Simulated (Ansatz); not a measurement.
Input and command of a plane-wave DFT calculation in Ansatz:

```yaml
crystal:
  lattice:
    - [0.0, 2.1044346017, 2.1044346017]
    - [2.1044346017, 0.0, 2.1044346017]
    - [2.1044346017, 2.1044346017, 0.0]
  atoms:
    - { symbol: Ti, position: [0.0, 0.0, 0.0] }
    - { symbol: C, position: [0.5, 0.5, 0.5] }
basis:
  ecutwfc: 420
kpoints:
  mp_grid: { grid: [18, 18, 18] }
hamiltonian:
  xc: pbesol
scf:
  occupations: { method: fermi_dirac, width: 0.15 }
output:
  forces: true
  stress: true
  eigenvalues: true
relax:
  adjacent_minimum: "off"
  f_tol: 0.001
  max_steps: 60
  cell: { stress_tol: 0.02, p_target: 35.0 }
```

```bash
ansatz run input.yaml --threads 1 --pin off --max-ram 3072MiB --backend cpu --events-out ev --progress --plain --runs-dir out
```

Processor: Intel(R) Xeon(R) Platinum 8488C (Sapphire Rapids), 1 thread, on a host shared with other jobs.

Estimate time, memory and problem size.

About 14 s on 1 thread of Intel(R) Xeon(R) Platinum 8488C (Sapphire Rapids) (shared host), peak memory 0.45 GiB. It solves 12 bands at 195 k points (the mesh reduced by the symmetry that the task leaves, which can be less than the crystal's) with about 331 plane waves (on the last cell), in 45 SCF iterations over 7 ionic steps.
